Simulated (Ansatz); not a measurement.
# ZnSe (Stilleite) (F-43m) in Ansatz: further runs, part 2 of 2

Ansatz 0.2.0. Earlier steps stand in the parts before.

## 3. Phonons, PBEsol

File input.yaml:

```yaml
crystal:
  lattice:
    - [0.0, 2.8338, 2.8338]
    - [2.8338, 0.0, 2.8338]
    - [2.8338, 2.8338, 0.0]
  atoms:
    - { symbol: Se, position: [0.75, 0.75, 0.75] }
    - { symbol: Zn, position: [0.0, 0.0, 0.0] }
hamiltonian:
  xc: pbesol
  pseudopotentials: { kind: paw }
kpoints:
  mp_grid: { grid: [6, 6, 6] }
scf:
  occupations: { method: fixed }
phonons:
  method: dfpt
  dielectric: true
  rigid_motions: translations
  qmesh: [2, 2, 2]
  temperatures: { t_max: 1000, t_step: 100 }
  qpath:
    path:
      - [[0.0, 0.0, 0.0], [0.5, 0.0, 0.5], [0.5, 0.25, 0.75], [0.375, 0.375, 0.75], [0.0, 0.0, 0.0], [0.5, 0.5, 0.5], [0.625, 0.25, 0.625], [0.5, 0.25, 0.75], [0.5, 0.5, 0.5], [0.375, 0.375, 0.75]]
      - [[0.625, 0.25, 0.625], [0.5, 0.0, 0.5]]
    npoints: 8
```

Potentials or basis: Ansatz PAW.

Command:

```console
$ ansatz run input.yaml --threads 2 --pin off --max-ram 5632MiB --backend cpu --events-out ev --progress --plain --runs-dir out
```

Output:

```text
Warning: phonons: the dynamical matrix that this run interpolates holds no multipole term above the dipole-dipole one, and a site of this crystal is no centre of inversion, so its interpolated transverse optical and acoustic branches and sound speeds can stay off near Gamma, and the density of states and the thermodynamics with them. What a run solves at a wave vector of phonons.qpoints, Gamma apart, where the deck admits one, is free of this, and under fd what a larger phonons.supercell samples
Warning: RAYON_NUM_THREADS=2 ignored (pool sized by the plan → 2); use --threads N
Engine: ansatz 0.2.0, x86_64-unknown-linux-gnu
Pseudopotentials: kind: paw
Pseudopotential: Se, paw, valence charge 16, recommended cutoff 420 eV (normal), Se.paw.azcp
Pseudopotential: Zn, paw, valence charge 12, recommended cutoff 420 eV (normal), Zn.paw.azcp
Functional definition: PBEsol
  exchange = pbesol_x
  correlation = pbesol_c
Crystal: 2 atoms, lattice volume = 45.513 Å³
Basis set: ecut = 420 eV, 893 PW (Γ), exchange–correlation on 54×54×54 points (8 copies of the dense FFT grid, shifted against one another)
Bands: 18, of which v1, the nominal top of the filled ones, is band 14 counted from 1 (13 counted from 0)
Symmetry: 24 space group operations
k-points: 46 of 216 (irreducible under 4 space group operations, time reversal used)
Non-local potential: Se, projectors of the file, l = 0: 2, l = 1: 2, l = 2: 3, l = 3: 1
Non-local potential: Zn, projectors of the file, l = 0: 2, l = 1: 2, l = 2: 3, l = 3: 1
PAW form: soft (Blöchl's): semilocal exchange-correlation on the pseudo side does not see the compensation charge
PAW frozen core: Se, regenerated for the run's functional, and the local potential with it (the file was generated under x = pbe(κ = 0.804, μ = 0.2195149727645171), c = pbe(β = 0.06672455060314922))
PAW frozen core: Zn, regenerated for the run's functional, and the local potential with it (the file was generated under x = pbe(κ = 0.804, μ = 0.2195149727645171), c = pbe(β = 0.06672455060314922))
PAW one-centre angular grid: Se, 590 points (default); XC on 64 Gauss nodes
[... 93 lines left out ...]
  optical modes at Γ without the LO–TO term, one row a degenerate level:
      ω (cm⁻¹)  modes    IR ((D/Å)²/amu)
        202.35      3             8.1070
  optical modes at Γ + LO–TO along q̂ = [1.0000, 0.0000, 0.0000]:
      ω (cm⁻¹)  modes    IR ((D/Å)²/amu)
        202.35      2             5.4047
        240.52      1             2.7023
  optical modes at Γ + LO–TO along q̂ = [0.0000, 1.0000, 0.0000]:
      ω (cm⁻¹)  modes    IR ((D/Å)²/amu)
        202.35      2             5.4047
        240.52      1             2.7023
  optical modes at Γ + LO–TO along q̂ = [0.0000, 0.0000, 1.0000]:
      ω (cm⁻¹)  modes    IR ((D/Å)²/amu)
        202.35      2             5.4047
        240.52      1             2.7023
--- Phonons (arbitrary-q DFPT): 3 irreducible q on the 2×2×2 mesh ---
  q = [0.0000, 0.0000, 0.0000] (star 1, of the zone-centre solve; hermiticity 1.64e-6, symmetrization 6.76e-13): -0.00 0.00 0.00 202.35 202.35 202.35
  q = [0.0000, 0.0000, -0.5000] (star 4, 2 solved perturbations on 68 of 216 k-point pairs; hermiticity 8.54e-7, symmetrization 2.50e-12): 53.90 53.90 168.23 203.26 203.26 206.13
  q = [0.0000, -0.5000, -0.5000] (star 3, 4 solved perturbations in 152 linear systems a pass and spin channel, the states on 46 of 216 k-point pairs; hermiticity 9.75e-7, symmetrization 9.28e-13): 69.22 69.22 187.98 195.42 205.58 205.58
  sum rule: each row above includes the acoustic sum rule's correction from the zone centre's row sums; it moved no ω² by more than (0.52 cm⁻¹)²
  mesh force constants: q→R imaginary residual 4.09e-17; ASR residual 6.393e-5 → 0.000e0 eV/Å²; symmetrization residual 6.217e-15 eV/Å²
  interpolated dispersion: 83 rows × 6 modes
  density of states and harmonic sums: on the 20×20×20 q-mesh, interpolated from the force constants of a 2×2×2 supercell (with the dipole–dipole term)
  largest difference from the sums on the solved wave vectors: F 6.83e-2 eV, S 1.01e-4 and C_V 3.23e-5 eV/K
  zero-point energy: 0.055830 eV/cell   skipped modes (ω ≤ 0): 3   left out of the sums: 6.25e-5 of the cell's modes: C_V's classical limit lies that fraction below 3 k_B per atom; for a crystal, a wire or a layer, F and S can be off by more, and a phonons.interpolated_qmesh denser along its periods is the remedy for the sampling
```

optical_modes.tsv:

```text
# format = ansatz-optical-modes/1
# cell_volume_ang3 = 4.5513222220944e1
# eps_inf = 7.4905548653320935e0 5.551115123125783e-17 -6.678685382510707e-17 5.551115123125783e-17 7.490554865332094e0 1.2952601953960158e-16 -6.678685382510707e-17 1.2952601953960158e-16 7.4905548653320935e0
[... 8 lines left out ...]
0e0	1e0	0e0	2.405243260448118e2	1	2.7023276875938347e0	1.4961407552101203e-35	1.323805360985586e-18	5.9854326847718814e-36	1.1713206980502712e-1	5.295990934226353e-19	2.3945209900323957e-36
0e0	0e0	1e0	2.0235055989137402e2	2	5.404655375187669e0	1.1713206980502712e-1	2.118133818203442e-18	4.543451490371827e-20	1.1713206980502712e-1	-2.547898999837327e-17	5.542299360994369e-33
0e0	0e0	1e0	2.4052432604481174e2	1	2.7023276875938347e0	4.680876140954103e-36	1.6441538715115903e-34	7.404597969443864e-19	5.7750768698091395e-33	2.6008589101369603e-17	1.1713206980502712e-1
```

phbands.tsv:

```text
# q_distance	omega_0_inv_cm	omega_1_inv_cm	omega_2_inv_cm	omega_3_inv_cm	omega_4_inv_cm	omega_5_inv_cm	omega_0_thz	omega_1_thz	omega_2_thz	omega_3_thz	omega_4_thz	omega_5_thz
# format = ansatz-phbands/1
[... 83 lines left out ...]
6.969434	68.847162	76.653906	185.476508	191.022409	205.459272	209.329857	2.063986	2.298026	5.560446	5.726708	6.159514	6.275551
7.018429	69.057342	72.686472	186.938320	193.017619	205.523664	207.604953	2.070287	2.179086	5.604270	5.786523	6.161444	6.223840
7.067423	69.181042	70.114491	187.729689	194.714175	205.563110	206.177160	2.073995	2.101980	5.627994	5.837384	6.162627	6.181036
7.116417	69.221868	69.221868	187.980007	195.421382	205.576395	205.576395	2.075219	2.075219	5.635499	5.858586	6.163025	6.163025
```

Run time: 54 s. Hardware: 2 threads of Intel Xeon at 2.70GHz, shared host; peak memory 0.63 GiB.

What came out:

```yaml
Free_energy: -8706.4459 eV
Band_gap_on_the_k_mesh: 1.17 eV, direct
Electronic_dielectric_tensor_diagonal: 7.49
Born_charges_mean_of_the_diagonal: Se -2.05; Zn +2.05 e
Highest_phonon_frequency_LO-TO_splitting_left_out: 206 cm⁻¹
Static_dielectric_tensor_diagonal: 10.58
```

Phonon frequencies in cm⁻¹ (negative: imaginary):
```csv
q point,frequencies
"(0.000, 0.000, 0.000)",0 0 0 202 202 202
"(0.000, 0.000, -0.500)",54 54 168 203 203 206
"(0.000, -0.500, -0.500)",69 69 188 195 206 206
```

Electronic dielectric tensor:
```
7.49 0.00 0.00
0.00 7.49 0.00
0.00 0.00 7.49
```

Born effective charge tensors (e):
atom 1, Se
```
-2.05  0.00  0.00
 0.00 -2.05  0.00
 0.00  0.00 -2.05
```
atom 2, Zn
```
2.05 0.00 0.00
0.00 2.05 0.00
0.00 0.00 2.05
```

Static dielectric tensor, electrons and zone-centre modes:
```
10.58  0.00  0.00
 0.00 10.58  0.00
 0.00  0.00 10.58
```

Caveat: the q mesh is small, so phonon branches between its points and thermal values are rough; the PAW data sets come from PBE, with cores solved anew for the run's functional, which leaves a small shift of forces and pressure.

## 4. Elastic constants, PBEsol

File input.yaml:

```yaml
crystal:
  lattice:
    - [0.0, 2.8338, 2.8338]
    - [2.8338, 0.0, 2.8338]
    - [2.8338, 2.8338, 0.0]
  atoms:
    - { symbol: Se, position: [0.75, 0.75, 0.75] }
    - { symbol: Zn, position: [0.0, 0.0, 0.0] }
hamiltonian:
  xc: pbesol
  pseudopotentials: { kind: paw }
kpoints:
  mp_grid: { grid: [6, 6, 6] }
scf:
  occupations: { method: fixed }
output:
  forces: true
  stress: true
elastic:
  mode: relaxed_ion
  stencil: two_point
```

Command:

```console
$ ansatz run input.yaml --threads 2 --pin off --max-ram 5632MiB --backend cpu --events-out ev --progress --plain --runs-dir out
```

It took 22 s on 2 threads of Intel Xeon at 2.70GHz, shared host; peak memory 0.41 GiB.

It converged, with:

```yaml
Free_energy: -8706.4459 eV
Pressure: -1.1 GPa
Band_gap_on_the_k_mesh: 1.17 eV, direct
Elastic_constants_C11_C12_C44: 84, 48, 39 GPa
Voigt_bulk_modulus: 60 GPa
```

Levels at points of the mesh, in eV from the valence-band top:
| k point | band 12 | band 13 | band 14 | band 15 | band 16 | band 17 |
| --- | --- | --- | --- | --- | --- | --- |
| (0.00, 0.00, 0.00) | 0.00 | 0.00 | 0.00 | 1.17 | 5.74 | 5.74 |
| (0.00, 0.00, -0.50) | -5.28 | -0.87 | -0.87 | 2.45 | 6.31 | 6.31 |
| (0.00, -0.50, -0.50) | -4.78 | -2.21 | -2.21 | 2.84 | 3.38 | 10.59 |

Elastic tensor in Voigt notation (GPa, in the Cartesian axes of the cell as first typed):
```
84 48 48  0  0  0
48 84 48  0  0  0
48 48 84  0  0  0
 0  0  0 39  0  0
 0  0  0  0 39  0
 0  0  0  0  0 39
```

Caveat: the PAW data sets come from PBE, with cores solved anew for the run's functional, which leaves a small shift of forces and pressure.

## 5. Band structure, BLYP

File input.yaml:

```yaml
crystal:
  lattice:
    - [0.0, 2.8338, 2.8338]
    - [2.8338, 0.0, 2.8338]
    - [2.8338, 2.8338, 0.0]
  atoms:
    - { symbol: Se, position: [0.75, 0.75, 0.75] }
    - { symbol: Zn, position: [0.0, 0.0, 0.0] }
hamiltonian:
  xc: blyp
  pseudopotentials: { kind: paw }
kpoints:
  mp_grid: { grid: [8, 8, 8] }
  band_path:
    path:
      - [[0.0, 0.0, 0.0], [0.5, 0.0, 0.5], [0.5, 0.25, 0.75], [0.375, 0.375, 0.75], [0.0, 0.0, 0.0], [0.5, 0.5, 0.5], [0.625, 0.25, 0.625], [0.5, 0.25, 0.75], [0.5, 0.5, 0.5], [0.375, 0.375, 0.75]]
      - [[0.625, 0.25, 0.625], [0.5, 0.0, 0.5]]
    npoints: 14
scf:
  occupations: { method: fermi_dirac, width: 0.05 }
  n_extra_bands: 6
output:
  forces: true
  stress: true
  eigenvalues: true
  fatbands: false
  write_density: true
  write_potential: true
  elf: true
  volumetric_format: npy
```

Potentials or basis: Ansatz PAW.

Command:

```console
$ ansatz run input.yaml --threads 2 --pin off --max-ram 5632MiB --backend cpu --events-out ev --progress --plain --runs-dir out
```

Output:

```text
Warning: RAYON_NUM_THREADS=2 ignored (pool sized by the plan → 2); use --threads N
scf.n_extra_bands = 6 over 14 filled bands (N_el = 28.0): the run solves 20 bands
[... 4 set-up lines as earlier in the session ...]
Functional definition: BLYP
  parameter beta = 0.0042
  parameter a = 0.04918
  parameter b = 0.132
  parameter c = 0.2533
  parameter d = 0.349
  exchange = b88_x(beta = beta)
  correlation = lyp_c(a = a, b = b, c = c, d = d)
Crystal: 2 atoms, lattice volume = 45.513 Å³
Basis set: ecut = 420 eV, 893 PW (Γ), exchange–correlation on 54×54×54 points (8 copies of the dense FFT grid, shifted against one another)
Bands: 20, of which v1, the nominal top of the filled ones, is band 14 counted from 1 (13 counted from 0)
[... 1 set-up line as earlier in the session ...]
Space group: F-43m (ITA 216), of the structure as read, at distance tolerance 3.6e-5 Å
k-points: 29 of 512 (time reversal used)
[... 9 set-up lines as earlier in the session ...]
Functional: x = b88, c = lyp
SCF iter   1: F=—  HF=-8810.148351 eV  |F-HF|=—  |Δ(HF+E_count)|=         —  Δρ=5.02e-3  dr2=1.06e-2  ethr=1.77e-3  ⟨swp⟩=5.6  Hψ=2873  notcnv=0  defer=2
preconditioner: auto → none  [insulator: Δε(μ)=1.269 eV  Ē_g=13.783 eV  σ=0.050 eV  W_gap=1.00  n_scr=14 (ndim 8)  ℏωp=23.4 eV  f_vac=0.121  D(μ)=0.00/eV (n_scr^D=0)  ε∞_Penn≈3.9]
SCF iter   2: F=—  HF=-8810.145046 eV  |F-HF|=—  |Δ(HF+E_count)|=   3.30e-3  Δρ=1.57e-3  dr2=9.01e-4  ethr=3.79e-5  ⟨swp⟩=2.0  Hψ=979  notcnv=0  defer=43
SCF iter   3: F=—  HF=-8810.144786 eV  |F-HF|=—  |Δ(HF+E_count)|=   2.60e-4  Δρ=9.08e-4  dr2=1.80e-4  ethr=3.22e-6  ⟨swp⟩=2.0  Hψ=943  notcnv=0  defer=43
SCF iter   4: F=—  HF=-8810.144761 eV  |F-HF|=—  |Δ(HF+E_count)|=   2.50e-5  Δρ=2.62e-4  dr2=2.30e-5  ethr=6.41e-7  ⟨swp⟩=2.0  Hψ=771  notcnv=0  defer=43
SCF iter   5: F=—  HF=-8810.144757 eV  |F-HF|=—  |Δ(HF+E_count)|=   4.44e-6  Δρ=1.30e-4  dr2=3.40e-6  ethr=8.22e-8  ⟨swp⟩=2.0  Hψ=769  notcnv=0  defer=43
SCF iter   6: F=-8810.144758 eV  HF=-8810.144757 eV  |F-HF|=2.78e-8  |Δ(HF+E_count)|=   9.30e-7  Δρ=2.06e-5  dr2=8.88e-8  ethr=3.57e-10  ⟨swp⟩=9.8  Hψ=3953  notcnv=0
SCF 1 converged in 6 iterations: F = -8810.144758 eV  dr2 = 8.88e-8
NSCF: frozen V_eff on 142 k-points
SCF converged after 6 iterations
Free energy (F): -8810.144758 eV
Harris-Foulkes:  -8810.144757 eV  (|F-HF|=2.78e-8)
Internal energy: -8810.144757 eV  (E = F + TS)
E sigma→0 (E₀):  -8810.144757 eV
Entropy (-TS):   -0.000000 eV (-0.000 meV/atom)
Fermi energy:    7.798350 eV
--- Per-component energies (eV) ---
  E_band       = -371.948795
  E_kinetic    = 251.780889
  E_local      = -4390.361728  (includes V_loc(G=0)·N_el)
  E_nonlocal   = 12.624864
  E_hartree    = 2039.074368
  E_xc         = -239.545833
  E_vxc        = -147.375717  (∫ρ·V_xc dr)
  E_paw        = -3762.969295  (= ΣΔE_a)
  E_vpaw       = -176.779291  (= ΣTr[D̂ρ^β])
  E_aug_tail   = -0.000909  (compensation charges beyond the density's cutoff)
  E_ewald      = -2720.942845
  E_core_change = 0.195733  (= ΣΔE_core)
  E_smearing   = -0.000000  (= −TS)
  E_closure    = 0.000000  (closes the sum)
  Σ components = -8810.144758   (vs F -8810.144758, Δ=0.00e0)
--- Forces (eV/Å), atoms counted from 1 ---
  atom   1  Se     0.00000000    -0.00000000     0.00000000
  atom   2  Zn    -0.00000000     0.00000000     0.00000000
  max |Σ_I F_I| component: 2.13e-16 eV/Å
--- Stress (GPa, compression-positive) ---
        5.485262       0.000000      -0.000000
        0.000000       5.485262       0.000000
       -0.000000       0.000000       5.485262
  P = ⅓ Tr σ = 5.4853 GPa (54.853 kbar)
--- Band table (eV; the first three rows and the last of 29) ---
  k-point 0: bands = ["-39.6789", "-39.6789", "-39.6789", "-39.6740", "-39.6740", "-6.1419", "0.5042", "0.5042", "0.5042", "0.8619", "0.8619", "7.1463", "7.1463", "7.1463", "8.3807", "13.0101", "13.0101", "13.0101", "17.2013", "18.7721"]
  k-point 1: bands = ["-39.6789", "-39.6789", "-39.6789", "-39.6740", "-39.6740", "-6.0435", "0.5137", "0.5197", "0.5197", "0.8606", "0.8606", "5.8242", "6.9970", "6.9970", "9.3747", "12.9621", "13.2594", "13.2594", "17.9956", "17.9956"]
  k-point 2: bands = ["-39.6789", "-39.6788", "-39.6788", "-39.6740", "-39.6740", "-5.7885", "0.5537", "0.5537", "0.5753", "0.8621", "0.8621", "4.1053", "6.6769", "6.6769", "9.8639", "13.6398", "13.6398", "13.7776", "17.7553", "17.7553"]
  k-point 28: bands = ["-39.6788", "-39.6788", "-39.6785", "-39.6740", "-39.6739", "-5.1086", "0.6265", "0.7039", "0.8328", "0.8345", "1.1571", "2.4645", "4.4327", "4.5457", "12.6181", "12.7769", "14.1647", "15.0282", "18.8472", "21.0323"]
```

Wall time 5.5 s (2 threads of Intel Xeon at 2.70GHz, shared host); peak memory 0.38 GiB.

Results:

| Quantity | Value |
| --- | --- |
| Free energy | -8810.1448 eV |
| Pressure | 5.5 GPa |
| Band gap on the k mesh | 1.23 eV, direct |
| Band gap along the path | 1.23 eV, direct |

Levels at the corners of the path, in eV from the valence-band top:
| point | band 11 | band 12 | band 13 | band 14 | band 15 | band 16 | band 17 | band 18 |
| --- | --- | --- | --- | --- | --- | --- | --- | --- |
| Γ | -6.28 | 0.00 | 0.00 | 0.00 | 1.23 | 5.86 | 5.86 | 5.86 |
| X | -6.10 | -4.76 | -2.15 | -2.15 | 3.15 | 3.50 | 10.78 | 11.22 |
| W | -5.99 | -4.68 | -2.71 | -2.60 | 5.47 | 5.63 | 7.02 | 7.88 |
| K | -6.02 | -4.71 | -3.02 | -1.76 | 3.67 | 5.63 | 9.16 | 9.30 |
| Γ | -6.28 | 0.00 | 0.00 | 0.00 | 1.23 | 5.86 | 5.86 | 5.86 |
| L | -6.13 | -5.18 | -0.86 | -0.86 | 2.53 | 6.47 | 6.47 | 8.73 |
| U | -6.02 | -4.71 | -3.02 | -1.76 | 3.67 | 5.63 | 9.16 | 9.30 |
| W | -5.99 | -4.68 | -2.71 | -2.60 | 5.47 | 5.63 | 7.02 | 7.88 |
| L | -6.13 | -5.18 | -0.86 | -0.86 | 2.53 | 6.47 | 6.47 | 8.73 |
| K | -6.02 | -4.71 | -3.02 | -1.76 | 3.67 | 5.63 | 9.16 | 9.30 |
| U | -6.02 | -4.71 | -3.02 | -1.76 | 3.67 | 5.63 | 9.16 | 9.30 |
| X | -6.10 | -4.76 | -2.15 | -2.15 | 3.15 | 3.50 | 10.78 | 11.22 |

Caveat: the PAW data sets come from PBE, with cores solved anew for the run's functional, which leaves a small shift of forces and pressure.

## 6. The runs side by side

| task | level | k mesh | smearing | q mesh | points for each segment of the path | atoms under strain | gap on the mesh (eV) | pressure (GPa) |
| --- | --- | --- | --- | --- | --- | --- | --- | --- |
| phonons | PBE | 6 × 6 × 6 | fixed | 2 × 2 × 2 | 8 | - | 1.29 | - |
| phonons | PBEsol | 6 × 6 × 6 | fixed | 2 × 2 × 2 | 8 | - | 1.17 | - |
| elastic constants | PBEsol | 6 × 6 × 6 | fixed | - | - | relaxed | 1.17 | -1.1 |
| band structure | BLYP | 8 × 8 × 8 | fermi-dirac 0.05 eV | - | 14 | - | 1.23 | 5.5 |

Alike in all rows: potentials or basis Ansatz PAW; no spin polarisation; cell as given; cutoff (eV) 420.

On the cell as given the gap runs from 1.17 eV (PBEsol) to 1.29 eV (PBE); the meshes differ, which moves gaps too.

Caveats: the PAW data sets come from PBE, with cores solved anew for the run's functional, which leaves a small shift of forces and pressure (some runs).

Absolute energies hang on the potentials; compare differences alone.

## 7. How close it comes

Step 2. Against the measured gap of ZnSe, 2.695 eV (an exciton energy, a little under the gap; 300 K; “Alloy Disordering Effects on the Thermal Conductivity and Energy Gap Temperature Dependence of Cd1−xZnxSe Ternary Crystals Grown by the Bridgman Method”, 2023, pmc:10253836), the calculated 1.29 eV is off by -1.41 eV. So large a miss can be the level of theory's own, or it may mean another phase, state or a wrong row. Spin-orbit coupling on Se is left out. The value is that of PBE, without temperature or zero-point motion. Semilocal functionals fall short of measured gaps as a rule. Measured high-frequency dielectric constant of ZnSe: 5.9 (a printed reference work, textbook). This calculation gives 7.27 (+23.1 %).

Step 3. Measured gap of ZnSe: 2.695 eV (an exciton energy, a little under the gap; 300 K; “Alloy Disordering Effects on the Thermal Conductivity and Energy Gap Temperature Dependence of Cd1−xZnxSe Ternary Crystals Grown by the Bridgman Method”, 2023, pmc:10253836). This calculation gives 1.17 eV (-1.53 eV). So large a miss can be the level of theory's own, or it may mean another phase, state or a wrong row. Spin-orbit coupling on Se is left out. The value is that of PBEsol, without temperature or zero-point motion. Semilocal functionals fall short of measured gaps as a rule. Against the measured high-frequency dielectric constant of ZnSe, 5.9 (a printed reference work, textbook), the calculated 7.49 is off by +27.0 %.

Step 4. Measured gap of ZnSe: 2.695 eV (an exciton energy, a little under the gap; 300 K; “Alloy Disordering Effects on the Thermal Conductivity and Energy Gap Temperature Dependence of Cd1−xZnxSe Ternary Crystals Grown by the Bridgman Method”, 2023, pmc:10253836). This calculation gives 1.17 eV (-1.53 eV). So large a miss can be the level of theory's own, or it may mean another phase, state or a wrong row. Spin-orbit coupling on Se is left out. The value is that of PBEsol, without temperature or zero-point motion. Semilocal functionals fall short of measured gaps as a rule.

Step 5. Measured gap of ZnSe: 2.695 eV (an exciton energy, a little under the gap; 300 K; “Alloy Disordering Effects on the Thermal Conductivity and Energy Gap Temperature Dependence of Cd1−xZnxSe Ternary Crystals Grown by the Bridgman Method”, 2023, pmc:10253836). This calculation gives 1.23 eV (-1.46 eV). So large a miss can be the level of theory's own, or it may mean another phase, state or a wrong row. Spin-orbit coupling on Se is left out. The value is that of BLYP, without temperature or zero-point motion. Semilocal functionals fall short of measured gaps as a rule.
